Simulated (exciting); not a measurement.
# Rh (Fm-3m) in exciting: reference runs

Reference runs on Rh: the cell as given and a disturbed copy, and energy against volume gives the equilibrium volume and stiffness.

Everything below comes from runs of exciting (release sodium). Logs are shortened: lines on timing, memory, paths and dates and some standing lists are left out, and cuts for length are marked.

**Measured values to compare with.**

“Thermal equation of state of rhodium characterized by XRD in a resistively heated diamond anvil cell”, 2024, pmc:11535440 quotes, for a bulk crystal of Rh: bulk modulus 264 ± 1 GPa.

The runs below are set against these values where they give the same quantity.

**1. The crystal as given**

It takes space group Fm-3m (No. 225, cubic). Conventional cell: a = 3.796 Å, b = 3.796 Å, c = 3.796 Å, α = 90.00°, β = 90.00°, γ = 90.00°. Rh (site symmetry m-3m) is surrounded by 12 Rh at 2.68 Å.

**2. Single point, PBE**

Input file input.xml:

```xml
<input>
  <title>Rh</title>
  <structure speciespath="./" tshift="false">
    <crystal scale="1">
      <basevect>0.000000000000 3.586416725621 3.586416725621</basevect>
      <basevect>3.586416725621 0.000000000000 3.586416725621</basevect>
      <basevect>3.586416725621 3.586416725621 0.000000000000</basevect>
    </crystal>
    <species speciesfile="Rh.xml" rmt="2.3">
      <atom coord="0.000000000000 0.000000000000 0.000000000000"/>
    </species>
  </structure>
  <groundstate do="fromscratch" ngridk="12 12 12" rgkmax="9" gmaxvr="14" lmaxapw="10" lmaxmat="10" lmaxvr="8" xctype="GGA_PBE" stype="Fermi Dirac" swidth="0.00183747" nempty="12" ValenceRelativity="iora*" epsengy="1e-05" epspot="1e-05" maxscl="60" tforce="true" outputlevel="normal"/>
</input>
```

Potentials or basis: all-electron LAPW+lo, shipped species files, valence relativity iora*.

Run with:

```console
OMP_NUM_THREADS=1 exciting_smp
```

INFO.OUT:

```text
================================================================================
EXCITING SODIUM started
[... 10 lines left out ...]

 Lattice vectors (cartesian) :
      0.0000000000      3.5864167256      3.5864167256
      3.5864167256      0.0000000000      3.5864167256
      3.5864167256      3.5864167256      0.0000000000

 Reciprocal lattice vectors (cartesian) :
     -0.8759697754      0.8759697754      0.8759697754
      0.8759697754     -0.8759697754      0.8759697754
      0.8759697754      0.8759697754     -0.8759697754

 Unit cell volume                           :      92.2597448873
 Brillouin zone volume                      :       2.6886071899

 Species :    1 (Rh)
     parameters loaded from                 :    Rh.xml
     name                                   :    rhodium
     nuclear charge                         :     -45.00000000
     electronic charge                      :      45.00000000
     atomic mass                            :  187585.25100000
     muffin-tin radius                      :       2.30000000
     # of radial points in muffin-tin       :     400

     atomic positions (lattice) :
       1 :   0.00000000  0.00000000  0.00000000

 Total number of atoms per unit cell        :       1

 Spin treatment                             :    spin-unpolarised

 Number of Bravais lattice symmetries       :      48
 Number of crystal symmetries               :      48

 k-point grid                               :      12   12   12
 Total number of k-points                   :      72
 k-point set is reduced with crystal symmetries

 R^MT_min * |G+k|_max (rgkmax)              :       9.00000000
 Species with R^MT_min                      :       1 (Rh)
 Maximum |G+k| for APW functions            :       3.91304348
 Maximum |G| for potential and density      :      14.00000000

 G-vector grid sizes                        :      24    24    24
 Total number of G-vectors                  :    4279

 Maximum angular momentum used for
     APW functions                          :      10
     computing H and O matrix elements      :      10
     potential and density                  :       8
     inner part of muffin-tin               :       2

 Total nuclear charge                       :     -45.00000000
 Total electronic charge                    :      45.00000000
 Total core charge                          :      28.00000000
 Total valence charge                       :      17.00000000

 Number of empty states                     :      12
 Total number of valence states             :      21

 Maximum Hamiltonian size                   :     114
 Maximum number of plane-waves              :     101
 Total number of local-orbitals             :      13

 Exchange-correlation type                  :      20
[... 23 lines left out ...]
+ SCF iteration number :    1                                                  +
++++++++++++++++++++++++++++++++++++++++++++++++++++++++++++++++++++++++++++++++
 Total energy                               :     -4775.46066061
 _______________________________________________________________
 Fermi energy                               :         0.50510084
 Kinetic energy                             :      4993.68365818
 Coulomb energy                             :     -9630.45057894
 Exchange energy                            :      -136.28390324
 Correlation energy                         :        -2.40983661

 DOS at Fermi energy (states/Ha/cell)       :        18.00330677

 Electron charges :
     core                                   :        28.00000000
     core leakage                           :         0.00000020
     valence                                :        17.00000000
     interstitial                           :         1.97501838
     charge in muffin-tin spheres :
                  atom     1    Rh          :        43.02498162
     total charge in muffin-tins            :        43.02498162
     total charge                           :        45.00000000

++++++++++++++++++++++++++++++++++++++++++++++++++++++++++++++++++++++++++++++++
+ SCF iteration number :    2                                                  +
++++++++++++++++++++++++++++++++++++++++++++++++++++++++++++++++++++++++++++++++
 Total energy                               :     -4782.14449704
 _______________________________________________________________
 Fermi energy                               :         0.47984273
 Kinetic energy                             :      4989.97117732
 Coulomb energy                             :     -9633.23547135
 Exchange energy                            :      -136.47136628
 Correlation energy                         :        -2.40883672

 DOS at Fermi energy (states/Ha/cell)       :        24.09023011

 Electron charges :
     core                                   :        28.00000000
     core leakage                           :         0.00000019
     valence                                :        17.00000000
     interstitial                           :         1.86349247
     charge in muffin-tin spheres :
                  atom     1    Rh          :        43.13650753
     total charge in muffin-tins            :        43.13650753
     total charge                           :        45.00000000

 RMS change in effective potential (target) :  0.266327E-01  ( 0.100000E-04)
 Absolute change in total energy   (target) :   6.68384      ( 0.100000E-04)
 Charge distance                   (target) :  0.775493E-02  ( 0.100000E-04)
 Abs. change in max-nonIBS-force   (target) :   0.00000      ( 0.500000E-04)

++++++++++++++++++++++++++++++++++++++++++++++++++++++++++++++++++++++++++++++++
+ SCF iteration number :    3                                                  +
++++++++++++++++++++++++++++++++++++++++++++++++++++++++++++++++++++++++++++++++
 Total energy                               :     -4784.62315873
 _______________________________________________________________
 Fermi energy                               :         0.46824541
 Kinetic energy                             :      4988.47845302
 Coulomb energy                             :     -9634.15082968
 Exchange energy                            :      -136.54231822
 Correlation energy                         :        -2.40846386

 DOS at Fermi energy (states/Ha/cell)       :        25.04791245

 Electron charges :
     core                                   :        28.00000000
     core leakage                           :         0.00000019
     valence                                :        17.00000000
     interstitial                           :         1.81898112
     charge in muffin-tin spheres :
                  atom     1    Rh          :        43.18101888
     total charge in muffin-tins            :        43.18101888
     total charge                           :        45.00000000
[... 241 lines left out ...]
 DOS at Fermi energy (states/Ha/cell)       :        25.63923694

 Electron charges :
     core                                   :        28.00000000
     core leakage                           :         0.00000019
     valence                                :        17.00000000
     interstitial                           :         1.79831007
     charge in muffin-tin spheres :
                  atom     1    Rh          :        43.20168993
     total charge in muffin-tins            :        43.20168993
     total charge                           :        45.00000000

 RMS change in effective potential (target) :  0.170866E-08  ( 0.100000E-04)
 Absolute change in total energy   (target) :  0.101020E-05  ( 0.100000E-04)
 Charge distance                   (target) :  0.219668E-08  ( 0.100000E-04)
 Abs. change in max-nonIBS-force   (target) :   0.00000      ( 0.500000E-04)

++++++++++++++++++++++++++++++++++++++++++++++++++++++++++++++++++++++++++++++++
+ SCF iteration number :   13                                                  +
++++++++++++++++++++++++++++++++++++++++++++++++++++++++++++++++++++++++++++++++
 Total energy                               :     -4785.26923674
 _______________________________________________________________
 Fermi energy                               :         0.45678948
 Kinetic energy                             :      4987.71563976
 Coulomb energy                             :     -9634.01565999
 Exchange energy                            :      -136.56092660
 Correlation energy                         :        -2.40828990

 DOS at Fermi energy (states/Ha/cell)       :        25.63923662

 Electron charges :
     core                                   :        28.00000000
     core leakage                           :         0.00000019
     valence                                :        17.00000000
     interstitial                           :         1.79831008
     charge in muffin-tin spheres :
                  atom     1    Rh          :        43.20168992
     total charge in muffin-tins            :        43.20168992
     total charge                           :        45.00000000

 RMS change in effective potential (target) :  0.543634E-09  ( 0.100000E-04)
 Absolute change in total energy   (target) :  0.223532E-06  ( 0.100000E-04)
 Charge distance                   (target) :  0.172362E-09  ( 0.100000E-04)
 Abs. change in max-nonIBS-force   (target) :   0.00000      ( 0.500000E-04)

++++++++++++++++++++++++++++++++++++++++++++++++++++++++++++++++++++++++++++++++
| Convergency criteria checked for the last 2 iterations                       +
| Convergence targets achieved. Performing final SCF iteration                 +
++++++++++++++++++++++++++++++++++++++++++++++++++++++++++++++++++++++++++++++++
 Total energy                               :     -4785.26923679
 _______________________________________________________________
 Fermi energy                               :         0.45678948
 Kinetic energy                             :      4987.71563974
 Coulomb energy                             :     -9634.01566002
 Exchange energy                            :      -136.56092660
 Correlation energy                         :        -2.40828990

 DOS at Fermi energy (states/Ha/cell)       :        25.63923673

 Electron charges :
     core                                   :        28.00000000
     core leakage                           :         0.00000019
     valence                                :        17.00000000
     interstitial                           :         1.79831008
     charge in muffin-tin spheres :
                  atom     1    Rh          :        43.20168992
     total charge in muffin-tins            :        43.20168992
     total charge                           :        45.00000000

++++++++++++++++++++++++++++++++++++++++++++++++++++++++++++++++++++++++++++++++
+ Self-consistent loop stopped                                                 +
++++++++++++++++++++++++++++++++++++++++++++++++++++++++++++++++++++++++++++++++
 STATE.OUT is written

--------------------------------------------------------------------------------
- Writing atomic positions and forces                                          -
--------------------------------------------------------------------------------

 Atomic positions (lattice) :
 atom     1  Rh  :     0.00000000    0.00000000    0.00000000

 Total atomic forces including IBS (cartesian) :
 atom     1  Rh  :     0.00000000    0.00000000    0.00000000

 Atomic force components including IBS (cartesian) :
 atom     1  Rh  :     0.00000000    0.00000000    0.00000000   HF force
                 :     0.00000000    0.00000000    0.00000000   core correction
                 :     0.00000000    0.00000000    0.00000000   IBS correction

********************************************************************************
[... 7 lines left out ...]
| EXCITING SODIUM stopped                                                      =
================================================================================
```

Run time: 24 s. Hardware: 1 thread of Arm Neoverse V1, shared host; peak memory 0.09 GiB.

What came out:

- Free energy: -130213.8178 eV
- Band gap on the k mesh: none (metal or under the smearing width)
- All electrons inside the program's atomic spheres: Rh 43.20 (radii Rh 2.3 bohr)

Caveat: the log's total energy holds no entropy term; the free energy is that total less TS from the occupations.

**3. Single point, PBE (cell strained at random at fixed volume)**

Input file input.xml:

```xml
<input>
  <title>Rh</title>
  <structure speciespath="./" tshift="false">
    <crystal scale="1">
      <basevect>-0.074330487386 3.558533816652 3.708517599711</basevect>
      <basevect>3.594121139031 0.062003803875 3.572183308450</basevect>
      <basevect>3.637065165213 3.465143551573 0.019059777693</basevect>
    </crystal>
    <species speciesfile="Rh.xml" rmt="2.3">
      <atom coord="0.004767000000 0.003501000000 -0.005820000000"/>
    </species>
  </structure>
  <groundstate do="fromscratch" ngridk="12 12 12" rgkmax="9" gmaxvr="14" lmaxapw="10" lmaxmat="10" lmaxvr="8" xctype="GGA_PBE" stype="Fermi Dirac" swidth="0.00183747" nempty="12" ValenceRelativity="iora*" epsengy="1e-05" epspot="1e-05" maxscl="60" tforce="true" outputlevel="normal"/>
  <properties>
    <chargedensityplot>
      <plot3d>
        <box grid="14 14 14">
          <origin coord="0 0 0"/>
          <point coord="1 0 0"/>
          <point coord="0 1 0"/>
          <point coord="0 0 1"/>
        </box>
      </plot3d>
    </chargedensityplot>
    <elfplot>
      <plot3d>
        <box grid="14 14 14">
          <origin coord="0 0 0"/>
          <point coord="1 0 0"/>
          <point coord="0 1 0"/>
          <point coord="0 0 1"/>
        </box>
      </plot3d>
    </elfplot>
    <exccplot>
      <plot3d>
        <box grid="14 14 14">
          <origin coord="0 0 0"/>
          <point coord="1 0 0"/>
          <point coord="0 1 0"/>
          <point coord="0 0 1"/>
        </box>
      </plot3d>
    </exccplot>
  </properties>
</input>
```

Potentials or basis: all-electron LAPW+lo, shipped species files, valence relativity iora*.

Run with:

```console
OMP_NUM_THREADS=1 exciting_smp
```

INFO.OUT:

```text
================================================================================
EXCITING SODIUM started
All units are atomic (Hartree, Bohr, etc.)
================================================================================

********************************************************************************
* Ground-state run starting from atomic densities                              *
********************************************************************************

++++++++++++++++++++++++++++++++++++++++++++++++++++++++++++++++++++++++++++++++
+ Starting initialization                                                      +
++++++++++++++++++++++++++++++++++++++++++++++++++++++++++++++++++++++++++++++++

 Lattice vectors (cartesian) :
     -0.0743304874      3.5585338167      3.7085175997
      3.5941211390      0.0620038039      3.5721833085
      3.6370651652      3.4651435516      0.0190597777

 Reciprocal lattice vectors (cartesian) :
     -0.8429100050      0.8801498144      0.8328094541
      0.8705445797     -0.9186810262      0.8989752405
      0.8500504057      0.9258214269     -0.8713406659

 Unit cell volume                           :      92.2597263136
 Brillouin zone volume                      :       2.6886077312

 Species :    1 (Rh)
     parameters loaded from                 :    Rh.xml
     name                                   :    rhodium
     nuclear charge                         :     -45.00000000
     electronic charge                      :      45.00000000
     atomic mass                            :  187585.25100000
     muffin-tin radius                      :       2.30000000
[... 68 lines left out ...]
 Total energy                               :     -4775.56318331
 _______________________________________________________________
 Fermi energy                               :         0.50424592
 Kinetic energy                             :      4993.63430875
 Coulomb energy                             :     -9630.49836514
 Exchange energy                            :      -136.28930763
 Correlation energy                         :        -2.40981930
[... 344 lines left out ...]
 RMS change in effective potential (target) :  0.195221E-07  ( 0.100000E-04)
 Absolute change in total energy   (target) :  0.367905E-06  ( 0.100000E-04)
 Charge distance                   (target) :  0.162036E-09  ( 0.100000E-04)
 Abs. change in max-nonIBS-force   (target) :   0.00000      ( 0.500000E-04)

++++++++++++++++++++++++++++++++++++++++++++++++++++++++++++++++++++++++++++++++
| Convergency criteria checked for the last 2 iterations                       +
| Convergence targets achieved. Performing final SCF iteration                 +
++++++++++++++++++++++++++++++++++++++++++++++++++++++++++++++++++++++++++++++++
 Total energy                               :     -4785.26762201
 _______________________________________________________________
 Fermi energy                               :         0.45604915
 Kinetic energy                             :      4987.72152365
 Coulomb energy                             :     -9634.01762503
 Exchange energy                            :      -136.56323074
 Correlation energy                         :        -2.40828988

 DOS at Fermi energy (states/Ha/cell)       :        29.10935569

 Electron charges :
     core                                   :        28.00000000
     core leakage                           :         0.00000019
     valence                                :        17.00000000
     interstitial                           :         1.79163826
     charge in muffin-tin spheres :
                  atom     1    Rh          :        43.20836174
     total charge in muffin-tins            :        43.20836174
     total charge                           :        45.00000000

++++++++++++++++++++++++++++++++++++++++++++++++++++++++++++++++++++++++++++++++
+ Self-consistent loop stopped                                                 +
++++++++++++++++++++++++++++++++++++++++++++++++++++++++++++++++++++++++++++++++
 STATE.OUT is written

--------------------------------------------------------------------------------
- Writing atomic positions and forces                                          -
--------------------------------------------------------------------------------

 Atomic positions (lattice) :
 atom     1  Rh  :     0.00476700    0.00350100    0.99418000

 Total atomic forces including IBS (cartesian) :
 atom     1  Rh  :     0.00000000    0.00000000    0.00000000

 Atomic force components including IBS (cartesian) :
 atom     1  Rh  :     0.00000000    0.00000000    0.00000000   HF force
                 :     0.00000000    0.00000000    0.00000000   core correction
                 :     0.00000000    0.00000000    0.00000000   IBS correction

********************************************************************************
* Groundstate module stopped                                                   *
********************************************************************************

================================================================================
| EXCITING SODIUM stopped                                                      =
================================================================================
```

stdout:

```text
Info(rhoplot):
 3D density plot written to RHO3D.xml

Info(potplot):
 3D Coulomb potential plot written to VCL3D.xml
 3D exchange-correlation potential plot written to VXC3D.xml

Info(elfplot): 3D ELF plot written to ELF3D.xml
```

It took 9.1 min on 1 thread of Arm Neoverse V1, shared host; peak memory 0.11 GiB.

What came out:

| Item | Value |
| --- | --- |
| Free energy | -130213.7748 eV |
| Band gap on the k mesh | none (metal or under the smearing width) |
| All electrons inside the program's atomic spheres | Rh 43.21 (radii Rh 2.3 bohr) |

Caveat: the log's total energy holds no entropy term; the free energy is that total less TS from the occupations.

(Continued in part 2 of 2.)
